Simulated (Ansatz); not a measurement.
## Moving the screening of exact exchange in AgCl

It takes space group Fm-3m (No. 225, cubic). Conventional cell: a = 5.470 Å, b = 5.470 Å, c = 5.470 Å, α = 90.00°, β = 90.00°, γ = 90.00°. Ag (site symmetry m-3m) is surrounded by 6 Cl at 2.73 Å. Cl (site symmetry m-3m) has 6 Ag at 2.73 Å as nearest neighbours.

Kept alike: task single point; functional HSE06 form with a typed share of exact exchange; k mesh 4 × 4 × 4; occupations fermi-dirac, width 0.05 eV; no spin polarisation. Program: Ansatz, Ansatz PAW, cutoff 420 eV. Exact-exchange share held at 0.25. The mesh is that of the run's cell of 2 atoms. No spin-orbit coupling.

| run | band gap (eV) |
| --- | --- |
| A | 1.979 |
| B | 2.744 |
| C | 1.671 |
| D | 2.427 |
| E | 2.575 |
| F | 2.179 |

The k mesh is coarse, so the values aren't converged. A gap read on the mesh alone can miss an edge between its points. All rows use potentials made for PBE. The mesh is thin for exact exchange.

Question: The runs differ in the screening of exact exchange alone: 0.1; 0.15; 0.2; 0.3; 0.4; 0.6 Å⁻¹. Which run is which?

Answer: Run A is 0.4 Å⁻¹; run B is 0.1 Å⁻¹; run C is 0.6 Å⁻¹; run D is 0.2 Å⁻¹; run E is 0.15 Å⁻¹; run F is 0.3 Å⁻¹. The band gap falls from 2.744 to 1.671 eV between 0.1 and 0.6 Å⁻¹. Weaker screening leaves more long-range exchange and so a wider gap.
